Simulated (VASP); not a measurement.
# GaAs: single point with PBE

**Experimental background.**

“Evidence of valence band perturbations in GaAsN/GaAs(001): A combined variable-angle spectroscopic ellipsometry and modulated photoreflectance investigation”, 2008, arxiv:0805.2212 reports, for a bulk crystal of GaAs at 300 K: band gap 1.412 ± 0.01 eV (direct).

The system is GaAs.

```
CELL_PARAMETERS angstrom
0.00000 2.82685 2.82685
2.82685 0.00000 2.82685
2.82685 2.82685 0.00000
ATOMIC_POSITIONS crystal
Ga 0.00000 0.00000 0.00000
As 0.25000 0.25000 0.25000
```

- Program: VASP 6.6.1
- Task: single point
- Functional: PBE
- Potentials or basis: VASP PAW PBE potentials, release 64 (Ga_d, As)
- Cutoff: 520 eV
- k mesh: 6 × 6 × 6
- Occupations: gaussian, width 0.03 eV
- Spin: no spin polarisation

```json
{
  "Pressure": "3.4 GPa",
  "Band gap on the k mesh": "0.52 eV, direct"
}
```

Levels at points of the mesh, in eV from the valence-band top:
| k point | band 7 | band 8 | band 9 | band 10 | band 11 | band 12 |
| --- | --- | --- | --- | --- | --- | --- |
| (0.00, 0.00, 0.00) | 0.00 | 0.00 | 0.00 | 0.52 | 3.72 | 3.72 |
| (0.50, 0.00, 0.00) | -6.64 | -1.14 | -1.14 | 1.00 | 4.63 | 4.63 |
| (0.50, 0.50, 0.00) | -6.82 | -2.68 | -2.68 | 1.46 | 1.65 | 10.16 |

It took 4.3 s on 4 MPI ranks on Intel(R) Xeon(R) Platinum 8488C (Sapphire Rapids) (shared host), peak memory 0.15 GiB a rank.

Measured gap of GaAs: 1.412 eV (direct; 300 K; “Evidence of valence band perturbations in GaAsN/GaAs(001): A combined variable-angle spectroscopic ellipsometry and modulated photoreflectance investigation”, 2008, arxiv:0805.2212). This calculation gives 0.52 eV (-0.89 eV). 3 values of this kind are on record (1.412 to 1.51 eV); this one was drawn at random among those near their median, those with a stated uncertainty first. Spin-orbit coupling on As, Ga is left out. The value is that of PBE on a finite k mesh, which can miss the band edges, without temperature or zero-point motion. Semilocal functionals fall short of measured gaps as a rule.
